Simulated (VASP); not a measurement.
Crystal: Zr.

```xyz
3
Lattice="5.0328 0.0000 0.0000 -2.5164 4.3585 0.0000 0.0000 0.0000 3.1324" Properties=species:S:1:pos:R:3 pbc="T T T"
Zr    2.5164    1.4528    1.5662
Zr    0.0000    2.9057    1.5662
Zr    0.0000    0.0000    0.0000
```

The cell was built by a generator and needn't be a form met in nature.

| Property | Result |
| --- | --- |
| Program | VASP 6.6.1 |
| Task | relaxation of cell and atoms |
| Functional | LDA |
| Potentials or basis | VASP PAW LDA potentials, release 64 (Zr_sv) |
| Cutoff | 600 eV |
| k mesh | 9 × 9 × 12 |
| Occupations | methfessel-paxton, width 0.1 eV |
| Spin | no spin polarisation |

At the start: pressure -5.8 GPa; volume 22.90 Å³/atom.

Problem. Where does the relaxation end?

Solution. Over 6 steps the energy falls by 25.3 meV/atom and the volume is 21.57 Å³/atom (-5.8 %); space group P6/mmm (No. 191, to 0.05 Å).

Step by step:
```
step  energy change (eV)  largest force (eV/Å)  pressure (GPa)  volume (Å³)
   1              0.0000                0.0000           -5.76        68.71
   2              0.0121                0.0000            7.55        60.85
   3             -0.0754                0.0000           -0.04        64.78
   4             -0.0754                0.0000            0.08        64.71
   5             -0.0758                0.0000            0.06        64.72
   6             -0.0758                0.0000            0.06        64.72
```

Final structure:
```
Zr
1.0
     4.91924    0.00000    0.00000
    -2.45962    4.26019    0.00000
     0.00000    0.00000    3.08839
Zr
3
Cartesian
  2.4596 1.4201 1.5442
  0.0000 2.8401 1.5442
  0.0000 0.0000 0.0000
```
